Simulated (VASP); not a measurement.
# Si11Ge5 (R3m) in VASP: band structure with PBEsol

Aim: the band structure of Si11Ge5 with PBEsol.

Program: VASP 6.6.1. These are calculated values, not measurements. Logs are shortened: lines on timing, memory, paths and dates and some standing lists are left out, and cuts for length are marked.

### 1 The structure

It takes space group R3m (No. 160, trigonal). The conventional cell has a = 7.779 Å, b = 7.779 Å, c = 19.058 Å, α = 90.00°, β = 90.00°, γ = 120.00°. Si (site symmetry m) is surrounded by 2 Si at 2.36 Å and 2 Ge at 2.39 Å. Si (site symmetry m) is surrounded by 3 Si at 2.36 to 2.37 Å and 1 Ge at 2.40 Å. Si (site symmetry m) is surrounded by 3 Si at 2.36 Å and 1 Ge at 2.41 Å. Around Si (site symmetry 3m) lie 3 Si at 2.37 Å and 1 Ge at 2.38 Å. Si (site symmetry 3m) is surrounded by 3 Si at 2.36 Å and 1 Ge at 2.41 Å. Ge (site symmetry 3m) is surrounded by 1 Si at 2.38 Å and 3 Ge at 2.42 Å. Around Ge (site symmetry 3m) lie 4 Si at 2.41 Å. Ge (site symmetry m) is surrounded by 3 Si at 2.39 to 2.40 Å and 1 Ge at 2.42 Å.

The cell was built by a generator and needn't be a form met in nature.

### 2 Band structure, PBEsol

INCAR reads:

```
ALGO = Fast ; EDIFF = 1E-7
ENCUT = 520 ; GGA = PS
ICORELEVEL = 1 ; ISIF = 2
ISMEAR = 0 ; KPAR = 4
LASPH = True ; LCHARG = False
LREAL = False ; LWAVE = False
NBANDS = 71 ; NELM = 80
PREC = Accurate ; SIGMA = 0.03
```

KPOINTS reads:

```
k-points
0
Gamma
  6 6 5
```

POSCAR reads:

```
Si11Ge5                                 
1.0
    0.0000000000      5.5008598808      5.5008598808
    5.5012772824     -0.0004174015      5.5012772824
    5.5008598808      5.5008598808      0.0000000000
  Si              Ge            
    11     5
Direct
     0.3776418305785748    0.3778279088133870    0.3722651303040191
     0.3764417453651233    0.8708725001569230    0.3762440091128304
     0.3764417453651233    0.8708725001569230    0.8764417453651233
     0.8722651303040191    0.3778279088133870    0.3722651303040191
     0.8722651303040191    0.3778279088133870    0.8776418305785748
     0.8762440091128304    0.8708725001569230    0.8764417453651233
     0.2538561055141282    0.7487191318843536    0.2487123813007591
     0.2486431814355093    0.7540704556934649    0.7486431814355093
     0.7487140418165902    0.2538578745502365    0.2487140418165902
     0.7487123813007591    0.7487191318843536    0.2487123813007591
     0.7487123813007591    0.7487191318843536    0.7538561055141283
     0.3735419902111590    0.3793740293665300    0.8735419902111590
     0.8750481255320141    0.8748556234039648    0.3750481255320141
     0.2485348303644324    0.2485277981406092    0.2544025411305189
     0.2485348303644324    0.2485277981406092    0.7485348303644324
     0.7544025411305190    0.2485277981406092    0.7485348303644324
```

KPOINTS_OPT reads:

```
explicit points
6
Reciprocal
 0.0000000000  0.0000000000  0.0000000000 1
 0.3750000000  0.3750000000  0.7500000000 1
 0.5000000000  0.5000000000  0.5000000000 1
 0.6250000000  0.2500000000  0.6250000000 1
 0.5000000000  0.2500000000  0.7500000000 1
 0.5000000000  0.0000000000  0.5000000000 1
```

Potentials or basis: VASP PAW PBE potentials, release 64 (Si, Ge_d).

Started as:

```
cat potpaw_PBE.64/Si/POTCAR potpaw_PBE.64/Ge_d/POTCAR > POTCAR
mpirun -np 4 vasp_std > vasp.out
```

OUTCAR:

```text
EDIFF = 1E-7
   ENCUT = 520
   GGA = PS
   ISIF = 2
   ISMEAR = 0
   LASPH = True
   LREAL = False
   NELM = 80
   PREC = Accurate

 ion  position               nearest neighbor table
   1  0.378  0.378  0.372-   7 2.36   9 2.36  15 2.39  14 2.39
   2  0.376  0.871  0.376-  10 2.36   7 2.36   8 2.37  14 2.40
   3  0.376  0.871  0.876-   7 2.36  11 2.36   8 2.37  15 2.40
   4  0.872  0.378  0.372-  10 2.36   9 2.36  14 2.39  16 2.39
   5  0.872  0.378  0.878-  11 2.36   9 2.36  15 2.39  16 2.39
   6  0.876  0.871  0.876-  10 2.36  11 2.36   8 2.37  16 2.40
[... 8 lines left out ...]
  15  0.249  0.249  0.749-   1 2.39   5 2.39   3 2.40  12 2.42
  16  0.754  0.249  0.749-   4 2.39   5 2.39   6 2.40  12 2.42

  LATTYP: Found a trigonal (rhomboedric) cell.
 ALAT       =     7.7799809543
 COS(alpha) =     0.5000758721

  Lattice vectors:

 A1 = (   0.0004174016,  -5.5012772823,   5.5012772824)
 A2 = (   5.5012772824,  -5.5012772823,   0.0004174016)
 A3 = (   5.5012772824,  -0.0004174015,   5.5012772824)

Analysis of symmetry for initial positions (statically):
=====================================================================
 Subroutine PRICEL returns:
 Original cell was already a primitive cell.

 Routine SETGRP: Setting up the symmetry group for a
 trigonal (rhombohedral) supercell.

 Subroutine GETGRP returns: Found  6 space group operations
 (whereof  2 operations were pure point group operations)
 out of a pool of 12 trial point group operations.

The static configuration has the point symmetry C_1h.
 The point group associated with its full space group is C_3v.

Analysis of symmetry for dynamics (positions and initial velocities):
=====================================================================
 Subroutine PRICEL returns:
 Original cell was already a primitive cell.

 Routine SETGRP: Setting up the symmetry group for a
 trigonal (rhombohedral) supercell.

 Subroutine GETGRP returns: Found  6 space group operations
 (whereof  2 operations were pure point group operations)
 out of a pool of 12 trial point group operations.

The dynamic configuration has the point symmetry C_1h.
 The point group associated with its full space group is C_3v.

 Subroutine INISYM returns: Found  6 space group operations
 (whereof  2 operations are pure point group operations),
 and found     1 'primitive' translations
[... 167 lines left out ...]
  Fermi-wavevector in a.u.,A,eV,Ry     =   1.145300  2.164304 17.846937  1.311713
  Thomas-Fermi vector in A             =   2.281989
   LORBIT       =      0    0 simple, 1 ext, 2 COOP (PROOUT), +10 PAW based schemes
   GGA     = PS    functional components
   LHFCALC =     F    Hartree Fock is set to
   AEXX    =    0.0000 exact exchange contribution
   IVDW    =     0    specifies the selected vdW correction
   LEPSILON=     F    determine dielectric tensor
   LRPA    =     F    only Hartree local field effects (RPA)
 non-spin polarized calculation
 RMM-DIIS sequential band-by-band and
 Gauss-broadening in eV      SIGMA  =   0.03
  energy-cutoff  :      520.00
  volume of cell :      332.94
 maximum number of plane-waves:      9004
 NGX is ok and might be reduce to    60
   NGX = 29   NGY = 29   NGZ = 29

 number of electron     113.9999989 magnetization

 Free energy of the ion-electron system (eV)
  ---------------------------------------------------
  ext. energy  EPLUGINS =         0.00000000
  ---------------------------------------------------
  free energy    TOTEN  =       -87.74886735 eV

  energy without entropy =      -87.74886735  energy(sigma->0) =      -87.74886735

 the core state eigenenergies are
   1-  1s  -1774.5667  2s   -128.5332  2p    -84.5601
   2-  1s  -1774.5759  2s   -128.5399  2p    -84.5668
   3-  1s  -1774.5759  2s   -128.5399  2p    -84.5668
   4-  1s  -1774.5667  2s   -128.5332  2p    -84.5601
   5-  1s  -1774.5667  2s   -128.5332  2p    -84.5601
   6-  1s  -1774.5759  2s   -128.5399  2p    -84.5668
   7-  1s  -1774.5615  2s   -128.5293  2p    -84.5560
   8-  1s  -1774.5327  2s   -128.5063  2p    -84.5326
   9-  1s  -1774.5267  2s   -128.5019  2p    -84.5281
  10-  1s  -1774.5615  2s   -128.5293  2p    -84.5560
  11-  1s  -1774.5615  2s   -128.5293  2p    -84.5560
  12-  1s -10949.1984  2s  -1361.0391  2p  -1187.8997  3s   -157.8931  3p   -105.0205
[... 5 lines left out ...]
  15-  1s -10949.2017  2s  -1361.0450  2p  -1187.9053  3s   -157.8920  3p   -105.0189

  16-  1s -10949.2017  2s  -1361.0450  2p  -1187.9053  3s   -157.8920  3p   -105.0189

 E-fermi :   5.6199     XC(G=0):  -9.7597

 val. band max:        5.4945515935   @ k =   0.0000   0.0000   0.0000
 cond. band min:       5.7602377471   @ k =   0.0000   0.0000   0.0000
 fundamental gap:      0.2656861535
 Fermi energy:         5.6198873228

 k-point     1 :       0.0000    0.0000    0.0000
  band No.  band energies     occupation
      1     -18.8875      2.00000
      2     -18.8875      2.00000
      3     -18.8200      2.00000
      4     -18.7900      2.00000
      5     -18.7900      2.00000
      6     -18.7869      2.00000
[... 1717 lines left out ...]
     68       9.0088      0.00000
     69       9.1311      0.00000

 [... further k-points ...]

 [bands above 69 left out]

------------------------ aborting loop because EDIFF is reached ----------------------------------------

  FORCE on cell =-STRESS in cart. coord.  units (eV):
  Direction    XX          YY          ZZ          XY          YZ          ZX
  --------------------------------------------------------------------------------------
  -------------------------------------------------------------------------------------
  Total       -0.0453841     -0.0453841     -0.0453841      0.0019295      0.0019295     -0.0019295
  in kB       -0.2183951     -0.2183951     -0.2183951      0.0092850      0.0092850     -0.0092850
  external PRESSURE =      -0.2183951 kB  Pullay stress =       0.0000000 kB

 VOLUME and BASIS-vectors are now :
 -----------------------------------------------------------------------------
  energy-cutoff  :      520.00
  volume of cell :      332.94
      direct lattice vectors                 reciprocal lattice vectors
     0.000000000  5.500859881  5.500859881    -0.090891432  0.090891432  0.090898328
     5.501277282 -0.000417401  5.501277282     0.090884536 -0.090884536  0.090884536
     5.500859881  5.500859881  0.000000000     0.090898328  0.090891432 -0.090891432

 POSITION                                       TOTAL-FORCE (eV/Angst)
 -----------------------------------------------------------------------------------
      4.12631      4.12498      4.15589         0.000925     -0.000925      0.001568
      6.86058      4.14006      6.86166        -0.000975     -0.000201      0.000201
      9.61209      6.89157      6.86166         0.000201      0.000975      0.000201
      4.12631      6.84583      6.87674         0.000925     -0.001568      0.000925
      6.90632      9.62584      6.87674         0.001568     -0.000925      0.000925
      9.61209      9.64092      9.61101         0.000201     -0.000201     -0.000975
[... 8 lines left out ...]
      5.48481      5.48464      2.73438        -0.001207      0.000922     -0.001207
      5.48481      8.26734      5.51708        -0.001207      0.001207     -0.000922
 -----------------------------------------------------------------------------------
    total drift:                               -0.000015      0.000024     -0.000016

  FREE ENERGIE OF THE ION-ELECTRON SYSTEM (eV)
  ---------------------------------------------------
  free  energy   TOTEN  =       -87.7488673501 eV

  energy  without entropy=      -87.7488673501  energy(sigma->0) =      -87.74886735
```

It took 9.4 min on 4 MPI ranks of Intel Xeon 6975P-C (Granite Rapids), shared host; peak memory 2.3 GiB.

Results:

* Free energy: -87.7489 eV
* Pressure: 0.0 GPa
* Band gap on the k mesh: 0.27 eV, direct
* Band gap along the path: 0.27 eV, direct

Forces in eV/Å, atoms in the order of the input:
```
Si   0.001 -0.001  0.002
Si  -0.001  0.000  0.000
Si   0.000  0.001  0.000
Si   0.001 -0.002  0.001
Si   0.002 -0.001  0.001
Si   0.000  0.000 -0.001
Si   0.001 -0.001 -0.001
Si   0.000  0.000  0.000
Si  -0.002  0.002 -0.002
Si   0.001  0.001  0.001
Si  -0.001 -0.001  0.001
Ge   0.001 -0.001  0.001
Ge   0.000  0.000  0.000
Ge  -0.001  0.001 -0.001
Ge  -0.001  0.001 -0.001
Ge  -0.001  0.001 -0.001
```

Core levels (eV, on the scale of the bands):
```
atom                           levels
1 Si  1s -1774.6, 2s -128.5, 2p -84.6
2 Si  1s -1774.6, 2s -128.5, 2p -84.6
3 Si  1s -1774.6, 2s -128.5, 2p -84.6
4 Si  1s -1774.6, 2s -128.5, 2p -84.6
5 Si  1s -1774.6, 2s -128.5, 2p -84.6
6 Si  1s -1774.6, 2s -128.5, 2p -84.6
```

Caveat: the PAW data sets were made with another functional, which shifts forces and pressure a little.
